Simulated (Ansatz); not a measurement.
The system is Sb.

```
Sb
1.0
    -1.57654    1.57654    2.71194
     1.57654   -1.57654    2.71194
     1.57654    1.57654   -2.71194
Sb
1
Cartesian
  0.0000 0.0000 0.0000
```

This isn't the form of Sb at room conditions, which is rhombohedral.

| Item | Value |
| --- | --- |
| Program | Ansatz 0.2.0 |
| Task | relaxation of cell and atoms |
| Functional | PBEsol |
| Dispersion | D3(BJ) |
| Potentials or basis | Ansatz PAW |
| Cutoff | 420 eV (not typed: the program's choice for these potentials) |
| k mesh | 12 × 12 × 12 |
| Occupations | fermi-dirac, width 0.05 eV |
| Spin | no spin polarisation |

At the start: volume 26.96 Å³/atom.

**Question.** How do energy, volume and symmetry change on relaxing?

**Answer.** It ends after 7 steps and the volume is 25.07 Å³/atom (-7.0 %); space group I4/mmm (No. 139, to 0.05 Å).

Step by step:
```csv
step,energy change (eV),largest force (eV/Å),volume (Å³)
1,0.0000,0.0000,26.96
2,-0.0216,0.0000,24.41
3,-0.0296,0.0000,25.20
4,-0.0319,0.0000,25.18
5,-0.0330,0.0000,25.06
6,-0.0330,0.0000,25.07
7,-0.0325,0.0000,25.07
```

Final structure:
```cif
data_structure
_symmetry_space_group_name_H-M 'P 1'
_symmetry_Int_Tables_number 1
_cell_length_a 3.3804
_cell_length_b 3.3804
_cell_length_c 3.3804
_cell_angle_alpha 124.769
_cell_angle_beta 124.769
_cell_angle_gamma 81.922
_cell_volume 25.07
loop_
_atom_site_label
_atom_site_type_symbol
_atom_site_fract_x
_atom_site_fract_y
_atom_site_fract_z
_atom_site_occupancy
Sb1 Sb 0.00000 0.00000 0.00000 1
```

Caveat: the plane-wave basis is chosen anew once the cell has moved, so the energies of steps on either side of that aren't comparable; pairwise dispersion overbinds metals, which lowers pressure and volume; the PAW data sets come from PBE, with cores solved anew for the run's functional, which leaves a small shift of forces and pressure.
